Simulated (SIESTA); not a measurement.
MgO2 under changes of volume

One of the cells (9.382 Å³/atom); the others are scaled copies at fixed shape and fractional positions:

```
Mg O
1.0
     4.82861    0.00000    0.00000
     0.00000    4.82861    0.00000
     0.00000    0.00000    4.82861
Mg O
4 8
Direct
  0.00000 0.00000 0.00000
  0.50000 0.00000 0.50000
  0.50000 0.50000 0.00000
  0.00000 0.50000 0.50000
  0.58942 0.91058 0.08942
  0.91058 0.08942 0.58942
  0.08942 0.58942 0.91058
  0.41058 0.41058 0.41058
  0.58942 0.58942 0.58942
  0.91058 0.41058 0.08942
  0.08942 0.91058 0.41058
  0.41058 0.08942 0.91058
```

The cell is a database's computed one.

* Program: SIESTA 5.4.2
* Functional: PBEsol
* Potentials or basis: PseudoDojo 0.4 standard (PBEsol files)
* Basis: DZP (energy shift 0.003 Ry; two zetas on semicore shells)
* Grid cutoff: 800 Ry
* Energy shift: 0.003 Ry
* k mesh: 4 × 4 × 4
* Occupations: fermi-dirac, width 0.05 eV
* Spin: no spin polarisation

| volume (Å³/atom) | energy over the lowest point (meV/atom) | pressure (GPa) | gap on the mesh (eV) | largest force (eV/Å) |
| --- | --- | --- | --- | --- |
| 8.819 | ? | ? | ? | ? |
| 9.007 | 19.91 | 11.0 | 3.97 | 0.165 |
| 9.194 | 9.24 | 7.3 | 3.85 | 0.020 |
| 9.382 | 2.75 | 3.9 | 3.73 | 0.122 |
| 9.569 | 0.00 | 0.9 | 3.62 | 0.259 |
| 9.757 | 0.63 | -1.9 | 3.52 | 0.383 |
| 9.945 | 4.40 | -4.5 | 3.42 | 0.498 |

Q: What does the run at 8.819 Å³/atom give?

A: Energy over the lowest point 35.20 meV/atom; pressure 15.2 GPa; gap on the mesh 4.09 eV; largest force 0.324 eV/Å.

Worked out: A Birch-Murnaghan fit of order 3 (a polynomial in V^(-2/3)) to the other rows has its minimum at 9.62 Å³/atom with B0 = V·E''(V) = 145 GPa and B' = 4.2 at fixed shape and positions, which overstates the stiffness. It gives 35.23 meV/atom at 8.819 Å³/atom, against the run's 35.20, and -dE/dV = 15.2 GPa, against 15.2. A straight line through the other rows of the gap, of slope -5.55 eV per unit of ln V, extrapolates to 4.08 eV, against the run's 4.09.

Energies are extrapolated to zero smearing.

Caveats: the basis of atomic orbitals isn't converged, which shifts pressures, moduli and gaps.

A mesh can miss the band edges.
